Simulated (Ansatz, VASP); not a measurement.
**ZrS2: VASP beside Ansatz**

File INCAR:

```
SYSTEM = ZrS2
  ALGO = Normal
  EDIFF = 1E-7
  ENCUT = 520
  GGA = PE
  ISIF = 2
  ISMEAR = -1
  LASPH = .True.
  LCHARG = .False.
  LREAL = .False.
  LWAVE = .False.
  NBANDS = 19
  NELM = 60
  PREC = Accurate
  SIGMA = 0.05
```

File KPOINTS:

```
k-points
0
Gamma
  8 8 5
  0 0 0
```

File POSCAR:

```
ZrS2
1.0
    3.6414928861      0.0000000000      0.0000000000
   -1.8207464431      3.1536253471      0.0000000000
    0.0000000000      0.0000000000      5.9594308256
Zr S
1 2
Direct
    0.0000000000      0.0000000000      0.0000000000
    0.3333333333      0.6666666667      0.2379099700
    0.6666666667      0.3333333333      0.7620900300
```

input.yaml

```yaml
crystal:
  lattice:
    - [3.6414928861, 0.0, 0.0]
    - [-1.8207464431, 3.1536253471, 0.0]
    - [0.0, 0.0, 5.9594308256]
  atoms:
    - { symbol: Zr, position: [0.0, 0.0, 0.0] }
    - { symbol: S, position: [0.3333333333, 0.6666666667, 0.23790997] }
    - { symbol: S, position: [0.6666666667, 0.3333333333, 0.76209003] }
hamiltonian:
  xc: pbe
  pseudopotentials: { kind: paw }
kpoints:
  mp_grid: { grid: [8, 8, 5] }
scf:
  occupations: { method: fermi_dirac, width: 0.05 }
output:
  forces: true
  stress: true
  eigenvalues: true
```

Change from the starting cell: volume scaled by 0.96.

Alike in both runs: task single point; functional PBE; k mesh 8 × 8 × 5; occupations fermi-dirac, width 0.05 eV; no spin polarisation.

|  | VASP | Ansatz |
| --- | --- | --- |
| version | VASP 6.6.1 | Ansatz 0.2.0 |
| potentials or method | VASP PAW PBE potentials, release 64 (Zr_sv, S) | Ansatz PAW |
| plane-wave cutoff (eV) | 520 | 420 |
| valence electrons in the cell | 24 | 24 |

VASP gave:

| Quantity | Value |
| --- | --- |
| gap on the k mesh at the Fermi level (eV) | 1.03 |
| least direct gap on the mesh (eV) | 1.67 |
| pressure (GPa) | 4.4 |
| largest component of the traceless stress (GPa) | 0.26 |
| rms of the force components (eV/Å) | 0.256 |

Q: Estimate Ansatz's values.

A: gap on the k mesh at the Fermi level (eV): 1.03; least direct gap on the mesh (eV): 1.66; pressure (GPa): 4.5; largest component of the traceless stress (GPa): 0.23; rms of the force components (eV/Å): 0.253.

Atom by atom the forces differ by 0.003 eV/Å (rms over components). With one functional, cell and mesh, what is left measures potentials, basis and numerics.

Caveats: this functional lacks dispersion, which binds the layers, so the pressure and a relaxed spacing across them are unreliable; an odd mesh through Γ misses points on the zone boundary, where band edges often lie (VASP); odd divisions of the mesh miss points on the zone boundary, where band edges often lie, so the gap on the mesh can be too wide (Ansatz).
